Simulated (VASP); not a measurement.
VASP input:

File KPOINTS:
```
Automatic mesh
0
Gamma
6 6 3
0 0 0
```

File POSCAR:
```
InN
1
    1.7700000000    -3.0657300000     0.0000000000
    1.7700000000     3.0657300000     0.0000000000
    0.0000000000     0.0000000000     5.7000000000
In N
2 2
Direct
  0.6666670000   0.3333330000   0.5000000000
  0.3333330000   0.6666670000   0.0000000000
  0.6666670000   0.3333330000   0.8790000000
  0.3333330000   0.6666670000   0.3790000000
```

**INCAR**
```
SYSTEM = InN
PREC = Accurate
ENCUT = 520
EDIFF = 1E-6
NELM = 100
ALGO = Normal
LREAL = .FALSE.
LASPH = .TRUE.
ISMEAR = 0
SIGMA = 0.05
GGA = PE
LMAXMIX = 4
LWAVE = .FALSE.
LCHARG = .FALSE.
ISIF = 2
```

POTCAR, in this order: In_d N (PBE.64 set). Program: vasp_gam.

### Question
Does this input run properly? What does VASP do?

### Answer
There is a fault: the Γ-only program was given a k-mesh. VASP stops with an error: You are using the Gamma-point-only version with more than one k-point or some other non-Gamma k-point. ----> I REFUSE TO CONTINUE WITH THIS SICK JOB ... BYE!!! <----

**standard output**
```
 POSCAR found type information on POSCAR InN
 POSCAR found :  2 types and       4 ions
 Reading from existing POTCAR
 Reading from existing POTCAR
 LDA part: xc-table for (Slater+PW92), standard interpolation

 -----------------------------------------------------------------------------
|                                                                             |
|     EEEEEEE  RRRRRR   RRRRRR   OOOOOOO  RRRRRR      ###     ###     ###     |
|     E        R     R  R     R  O     O  R     R     ###     ###     ###     |
|     E        R     R  R     R  O     O  R     R     ###     ###     ###     |
|     EEEEE    RRRRRR   RRRRRR   O     O  RRRRRR       #       #       #      |
|     E        R   R    R   R    O     O  R   R                               |
|     E        R    R   R    R   O     O  R    R      ###     ###     ###     |
|     EEEEEEE  R     R  R     R  OOOOOOO  R     R     ###     ###     ###     |
|                                                                             |
|     You are using the Gamma-point-only version with more than one           |
|     k-point or some other non-Gamma k-point.                                |
|                                                                             |
|       ---->  I REFUSE TO CONTINUE WITH THIS SICK JOB ... BYE!!! <----       |
|                                                                             |
 -----------------------------------------------------------------------------
```

To mend it, run vasp_std.

The mended run (PBE GGA, plane waves, VASP's PBE PAW potentials (set 64)) converges, and its OSZICAR ends with
```
   1 F= -.21359168E+02 E0= -.21358814E+02  d E =-.706445E-03
```

The compound is InN in the wurtzite structure. The cell was not relaxed at this level.
